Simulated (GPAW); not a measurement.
Input of a GPAW 26.7.0 run:

The input run.py:

```python
from ase.dft.bandgap import bandgap
from ase.io import read, write
from ase.units import GPa
from gpaw import GPAW, PW

atoms = read('POSCAR')

calc = GPAW(mode=PW(600),
            xc='PBE',
            kpts={'size': (7, 7, 7), 'gamma': True},
            occupations={'name': 'fermi-dirac', 'width': 0.05},
            nbands=18,
            convergence={'density': 1e-05, 'energy': 1e-05},
            maxiter=150,
            txt='gpaw.txt')
atoms.calc = calc
energy = atoms.get_potential_energy()
forces = atoms.get_forces()
stress = atoms.get_stress()
calc.write('gs.gpw')
write('result.traj', atoms)
print(f'Energy: {energy:.6f} eV')
print('Forces (eV/A):')
print(forces.round(4))
print('Stress (GPa):', (stress / GPa).round(3))
print('Fermi level:', round(calc.get_fermi_level(), 4), 'eV')
print(f'Gap: {bandgap(calc)[0]:.4f} eV, direct: {bandgap(calc, direct=True)[0]:.4f} eV')

path = atoms.cell.bandpath('GXWKGLUWLK,UX', npoints=80, eps=1e-4)
bs_calc = calc.fixed_density(kpts=path, symmetry='off', nbands=31,
                             convergence={'bands': 'CBM+6.0', 'eigenstates': 1e-6}, txt='bands.txt')
bs = bs_calc.band_structure()
bs.write('bs.json')
print(f'Gap on the path: {bandgap(bs_calc)[0]:.4f} eV')
```

The input POSCAR:

```
CdTe
1.0
    0.0000000000      3.2050000000      3.2050000000
    3.2050000000      0.0000000000      3.2050000000
    3.2050000000      3.2050000000      0.0000000000
Te Cd
1 1
Direct
    0.7500000000      0.7500000000      0.7500000000
    0.0000000000      0.0000000000      0.0000000000
```

Potentials or basis: GPAW PAW data sets (gpaw-data 1.2.1), pw.

The run is started by

```console
$ OMP_NUM_THREADS=1 python run.py
```

(1) What does it give for the band gap on the k mesh?

(2) What does it give for the band gap along the path?

(3) Predict the pressure.

Answers

(1) 0.87 eV, direct.

(2) 0.87 eV, direct.

(3) 3.8 GPa.

Caveat: spin-orbit coupling is left out, which moves the levels of the heavy elements.

**Measured values to compare with.**

A printed reference work, data compilation reports, for a bulk crystal of CdTe at 0 K: band gap 1.607 eV.

A measured gap of CdTe is 1.607 eV (0 K; a printed reference work, data compilation); the calculated 0.87 eV misses it by -0.74 eV. Spin-orbit coupling on Cd, Te is left out. The value is that of PBE, without temperature or zero-point motion. Semilocal functionals fall short of measured gaps as a rule.
